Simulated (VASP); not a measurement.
Runs of VASP 6.6.1 on CdS (Hawleyite). The structure is cubic, space group F-43m (No. 216). Conventional cell: a = 5.837 Å, b = 5.837 Å, c = 5.837 Å, α = 90.00°, β = 90.00°, γ = 90.00°. Cd (site symmetry -43m) is surrounded by 4 S at 2.53 Å. Around S (site symmetry -43m) lie 4 Cd at 2.53 Å. 

| task | level | cell | k mesh | cutoff (eV) | grid for exact exchange (PRECFOCK) | screening parameter | exchange at q = 0 | share of exact exchange | gap on the mesh (eV) | pressure (GPa) |
| --- | --- | --- | --- | --- | --- | --- | --- | --- | --- | --- |
| relaxation of cell and atoms | PBEsol | relaxed | 8 × 8 × 8 | 600 | - | - | - | - | 1.01 | 0.0 |
| band structure | HSE06 | F-43m, 24.84 Å³/atom | 6 × 6 × 6 | 520 | Fast | 0.2 1/A | - | - | 2.18 | (a) |
| band structure | PBE0 | F-43m, 24.84 Å³/atom | 6 × 6 × 6 | 520 | Fast | - | truncated | - | 2.81 | 1.8 |
| band structure | PBE-EpsX | F-43m, 24.84 Å³/atom | 6 × 6 × 6 | 520 | Fast | - | truncated | 0.1538 | (b) | 2.3 |

Alike in all rows: potentials or basis VASP PAW PBE potentials, release 64 (Cd, S); no spin polarisation; smearing gaussian 0.03 eV.

Question: Estimate the missing entries.

Answer: (a) 1.9; (b) 2.15.

Caveats: the PAW data sets were made with another functional, which shifts forces and pressure a little.

A k mesh can miss the band edges, and the runs leave out spin-orbit coupling on Cd.

Runs at the PBE level aren't shown here.
